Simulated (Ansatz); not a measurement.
# Where the states of V lie

```
V
1.0
     0.00000    1.90829    1.90829
     1.90829    0.00000    1.90829
     1.90829    1.90829    0.00000
V
1
Direct
  0.00000 0.00000 0.00000
```

The structure comes from a relaxation in the same program, started in the fcc type, and has space group Fm-3m. Whether it is a known phase or the ground state wasn't checked.

Theory: Ansatz 0.2.0, DFT, PBE, all-electron LAPW, scalar-relativistic.

Settings: a Γ-centred 19×19×19 k mesh, Fermi–Dirac smearing of 0.05 eV, basis error target 1 meV/atom, spin-polarised from start moments V 1.5 μB (the moments died away, and the run ended non-magnetic).

(1) Which of the resolved shells contributes most within 0.3 eV of the Fermi level?

(2) Where is the centre of the filled V 3d states between -14 eV and the top of the filled states?

(3) Tabulate the density of states.

Answers

(1) V 3d, with 89 % of all states there; V 4s follows with 6 %.

(2) -1.47 eV from the Fermi level.

(3) States per eV and cell, averaged over 0.6 eV, from -5.8 to 3.6 eV, with energies (bin centres) from the Fermi level; empty bins are left out. The partial columns, the largest 2 alone, are projections on Löwdin-orthogonalised atomic shells (those that the program's projection atoms carry: the occupied ones and, for some elements, an empty d or f shell; other empty shells have no column), summed over atoms of an element. Weights on diffuse s and p shells depend on that basis and aren't pure angular character.
```json
{"E (eV)": "-5.6", "total": "0.09", "V 3d": "0.00", "V 4s": "0.08"}
{"E (eV)": "-5.0", "total": "0.13", "V 3d": "0.01", "V 4s": "0.12"}
{"E (eV)": "-4.4", "total": "0.19", "V 3d": "0.02", "V 4s": "0.15"}
{"E (eV)": "-3.8", "total": "0.29", "V 3d": "0.08", "V 4s": "0.20"}
{"E (eV)": "-3.2", "total": "0.88", "V 3d": "0.57", "V 4s": "0.29"}
{"E (eV)": "-2.6", "total": "1.15", "V 3d": "0.93", "V 4s": "0.20"}
{"E (eV)": "-2.0", "total": "1.34", "V 3d": "1.23", "V 4s": "0.07"}
{"E (eV)": "-1.4", "total": "1.27", "V 3d": "1.19", "V 4s": "0.02"}
{"E (eV)": "-0.8", "total": "1.47", "V 3d": "1.32", "V 4s": "0.08"}
{"E (eV)": "-0.2", "total": "1.73", "V 3d": "1.54", "V 4s": "0.10"}
{"E (eV)": "0.4", "total": "1.88", "V 3d": "1.72", "V 4s": "0.07"}
{"E (eV)": "1.0", "total": "1.24", "V 3d": "1.18", "V 4s": "0.03"}
{"E (eV)": "1.6", "total": "1.64", "V 3d": "1.57", "V 4s": "0.04"}
{"E (eV)": "2.2", "total": "1.43", "V 3d": "1.38", "V 4s": "0.03"}
{"E (eV)": "2.8", "total": "2.19", "V 3d": "2.14", "V 4s": "0.04"}
{"E (eV)": "3.4", "total": "0.93", "V 3d": "0.83", "V 4s": "0.07"}
```
